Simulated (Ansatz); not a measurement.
Runs of Ansatz 0.2.0 on P. It takes space group R-3m (No. 166, trigonal). The conventional cell has a = 3.451 Å, b = 3.451 Å, c = 9.389 Å, α = 90.00°, β = 90.00°, γ = 120.00°. P (site symmetry 3m) is surrounded by 3 P at 2.29 Å. This isn't the form of P at room conditions, which is orthorhombic.

```csv
task,level,potentials or basis,spin,cell,k mesh,cutoff (eV),smearing,moments locked,pressure (GPa),moment (μB),largest force (eV/Å)
band structure,PBEsol+D4,"all-electron LAPW, scalar-relativistic","collinear, random start",volume scaled by 1.08,9 × 9 × 9,205,tetrahedron,-,-9.3,0.00,(a)
relaxation of the atoms,PBEsol+D3(BJ),"all-electron LAPW, relativistic spinors","SOC, no magnetisation","atoms relaxed from: atoms moved at random, drawn with an rms of 0.02 Å",7 × 7 × 7,-,fermi-dirac 0.05 eV,-,-6.4,-,0.02
band structure,PBE-PBEsol,"all-electron LAPW, scalar-relativistic","collinear, antiferromagnetic start, moments held on the sites","atoms moved at random, drawn with an rms of 0.15 Å",9 × 9 × 9,255,fermi-dirac 0.1 eV,"each atom's moment, at its start value",-,0.00,1.36
elastic constants,PBEsol+D4,"all-electron LAPW, scalar-relativistic","collinear, ferromagnetic start",as given,7 × 7 × 7,240,fermi-dirac 0.01 eV,-,-5.3,0.00,-
```

Alike in all rows: basis error allowed 0.001 eV/atom.

Estimate the missing entries.

(a) 0.26.

Caveats: pairwise dispersion overbinds metals, which lowers pressure and volume (some runs); with tetrahedron occupations forces and stress needn't match the slope of the energy (some runs); the starting moments weren't kept (some runs); the SCF stop doesn't bound the stress (some runs); each atom's moment is held at its typed value, so this isn't a free magnetic state (some runs); the cell is more than 3 GPa from zero pressure, which shifts response properties (some runs); the program listed the state as in doubt (some runs).

Runs at the PBE level aren't shown here.
